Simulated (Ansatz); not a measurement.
CdS built on the zincblende prototype, relaxed with r2SCAN in the plane-wave code Ansatz. The symmetry is F-43m (No. 216, cubic); conventional cell a = 5.878 Å, 25.39 Å³ an atom. Cd has 4 S at 2.55 Å; S has 4 Cd at 2.55 Å.

The axes x, y and z are those of this cell:
```
CELL_PARAMETERS angstrom
0.00000 2.93921 2.93921
2.93921 0.00000 2.93921
2.93921 2.93921 0.00000
ATOMIC_POSITIONS crystal
Cd 0.00000 0.00000 0.00000
S 0.25000 0.25000 0.25000
```

Unstrained: PBE gives a direct gap of 1.095 eV at Γ. The r2SCAN gap is direct at Γ: 1.543 eV. HSE06 gives a direct gap of 2.106 eV at Γ. Meshes: PBE 8×8×8, r2SCAN 8×8×8, HSE06 6×6×6. Strains are changes of length per length. After each strain the atoms were relaxed again with r2SCAN within the symmetry that the strain leaves, so tilts or polar shifts that break it weren't tested; points keep the names that they have in the unstrained zone. The values are computed, spin-unpolarised, and not measurements.

Problem. Apply isotropic +5.67 % on every length. How far does the gap move, against the unstrained cell?

Solution. PBE: the gap goes from 1.095 to 0.721 eV (-0.374 eV). r2SCAN: the gap goes from 1.543 to 1.145 eV (-0.398 eV). HSE06: the gap goes from 2.106 to 1.667 eV (-0.439 eV). The r2SCAN energy rises by 115.0 meV an atom.

Problem. Estimate what uniaxial -1.05 % along x, other directions held does to the gap.

Solution. PBE: the gap goes from 1.095 to 1.097 eV (+0.002 eV); with r2SCAN the top three valence levels at Γ, degenerate before, become 1+2 from the top over 32 meV. r2SCAN: the gap goes from 1.543 to 1.546 eV (+0.003 eV). HSE06: the gap goes from 2.106 to 2.111 eV (+0.005 eV). The r2SCAN energy rises by 0.6 meV an atom.

Problem. Apply epitaxial -2.04 % in the xy plane, free normal strain +2.94 %. How far does the gap move, against the unstrained cell?

Solution. PBE: the gap goes from 1.095 to 1.064 eV (-0.031 eV); with r2SCAN the top three valence levels at Γ, degenerate before, become 2+1 from the top over 166 meV. r2SCAN: the gap goes from 1.543 to 1.512 eV (-0.031 eV). HSE06: the gap goes from 2.106 to 2.077 eV (-0.029 eV). The r2SCAN energy rises by 3.2 meV an atom.

The runs are scalar-relativistic, without spin-orbit coupling.

The meshes of the hybrids are coarse, so their gaps aren't converged to the digits shown.

The splittings at Γ are without spin-orbit coupling, which regroups them where it is of like size or larger.
